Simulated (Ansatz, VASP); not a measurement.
Ni in VASP and in Ansatz

INCAR

```
ALGO = Normal
EDIFF = 1E-7
ENCUT = 520
GGA = PS
ISIF = 2
ISMEAR = -1
ISPIN = 2
LASPH = True
LCHARG = False
LMAXMIX = 4
LORBIT = 11
LREAL = False
LWAVE = False
MAGMOM = 1
NBANDS = 15
NELM = 150
PREC = Accurate
SIGMA = 0.05
```

KPOINTS

```
k-points
0
Gamma
  13 13 13
```

POSCAR

```
Ni
1.0
    0.0000000000      1.7375729330      1.7375729330
    1.7375729330      0.0000000000      1.7375729330
    1.7375729330      1.7375729330      0.0000000000
Ni
1
Direct
    0.0000000000      0.0000000000      0.0000000000
```

input.yaml

```yaml
crystal:
  lattice:
    - [0.0, 1.737572933, 1.737572933]
    - [1.737572933, 0.0, 1.737572933]
    - [1.737572933, 1.737572933, 0.0]
  atoms:
    - { symbol: Ni, position: [0.0, 0.0, 0.0], spin: 1.0 }
kpoints:
  mp_grid: { grid: [13, 13, 13] }
scf:
  occupations: { method: fermi_dirac, width: 0.05 }
hamiltonian:
  xc: pbesol
  pseudopotentials: { kind: all_electron, lapw: { basis_error: 0.001 } }
magnetization:
  spin_polarized: true
output:
  forces: true
  stress: true
  eigenvalues: true
  populations: true
```

Alike in both runs: task single point; functional PBEsol; k mesh 13 × 13 × 13; occupations fermi-dirac, width 0.05 eV; collinear spin.

|  | VASP | Ansatz |
| --- | --- | --- |
| version | VASP 6.6.1 | Ansatz 0.2.0 |
| potentials or method | VASP PAW PBE potentials, release 64 (Ni) | all-electron LAPW, scalar-relativistic |
| plane-wave cutoff (eV) | 520 | see its input |

Ansatz gave:

| Quantity | Value |
| --- | --- |
| gap on the k mesh at the Fermi level (eV) | none |
| pressure (GPa) | -2.4 |
| net moment per atom (μB) | 0.63 |
| size of the moment on the site where the two differ most (μB) | 0.65 |

Problem. Which values does VASP return?

Solution. gap on the k mesh at the Fermi level (eV): none; pressure (GPa): -2.4; net moment per atom (μB): 0.62; size of the moment on the site where the two differ most (μB): 0.63.

Site moments also hang on the region over which each program counts them. A gap of «none» marks a metal or a gap that the smearing closes. Ansatz ran all-electron here, so the differences hold the error of VASP's frozen core and of both bases.

Caveats: the PAW data sets were made with another functional, which shifts forces and pressure a little (VASP).
